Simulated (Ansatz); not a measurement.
# Si2Ni: the cost of one run

Computed with Ansatz 0.2.0 (DFT PBEsol, scalar-relativistic, plane waves, PAW, unless a step's input says otherwise).

2 further runs of the same task are left out: 2 set aside as unsound or not needed.

## 1. Starting point

The structure is cubic, space group Fm-3m (No. 225). The conventional cell has a = 5.391 Å, b = 5.391 Å, c = 5.391 Å, α = 90.00°, β = 90.00°, γ = 90.00°. Si (site symmetry -43m) is surrounded by 4 Ni at 2.33 Å. Around Ni (site symmetry m-3m) lie 8 Si at 2.33 Å.

Coordinates:

```cif
data_structure
_symmetry_space_group_name_H-M 'Fm-3m'
_symmetry_Int_Tables_number 225
_cell_length_a 5.3914
_cell_length_b 5.3914
_cell_length_c 5.3914
_cell_angle_alpha 90.000
_cell_angle_beta 90.000
_cell_angle_gamma 90.000
_cell_volume 156.71
loop_
_atom_site_label
_atom_site_type_symbol
_atom_site_symmetry_multiplicity
_atom_site_Wyckoff_symbol
_atom_site_fract_x
_atom_site_fract_y
_atom_site_fract_z
_atom_site_occupancy
Si1 Si 8 c 0.75000 0.75000 0.25000 1
Ni1 Ni 4 a 0.00000 0.00000 0.00000 1
```

It goes back to an entry of the Materials Project, which need not be the stable form.

The unstrained cell was computed beforehand with the same settings: E(σ→0) = -14098.6300 eV for 6 atoms, gap none (metal).

## 2. Strain -2.0 %

input.yaml

```yaml
crystal:
  lattice:
    - [2.6417807247, 2.6417807247, 0.0]
    - [-2.6417807247, 2.6417807247, 0.0]
    - [0.0, 0.0, 5.4560859049]
  atoms:
    - { symbol: Si, position: [0.0, 0.5, 0.75] }
    - { symbol: Si, position: [0.5, 0.0, 0.75] }
    - { symbol: Si, position: [0.5, 0.0, 0.25] }
    - { symbol: Si, position: [0.0, 0.5, 0.25] }
    - { symbol: Ni, position: [0.0, 0.0, 0.0] }
    - { symbol: Ni, position: [0.5, 0.5, 0.5] }
basis:
  ecutwfc: 420
kpoints:
  mp_grid: { grid: [10, 10, 8] }
hamiltonian:
  xc: pbesol
scf:
  occupations: { method: gaussian, width: 0.1 }
output:
  forces: true
  stress: true
  eigenvalues: true
relax:
  adjacent_minimum: "off"
  f_tol: 0.008
  max_steps: 40
  cell: { stress_tol: 0.015, fix: [a, b, gamma] }
```

The run is started by

```bash
$ ansatz run input.yaml --threads 1 --pin off --max-ram 2560MiB --backend cpu --events-out ev --progress --plain --runs-dir out
```

**Question.** How long does this run take on 1 thread of Arm Neoverse V2, shared host, and how much memory does it need?

About 1.8 min, with a peak of 0.47 GiB.
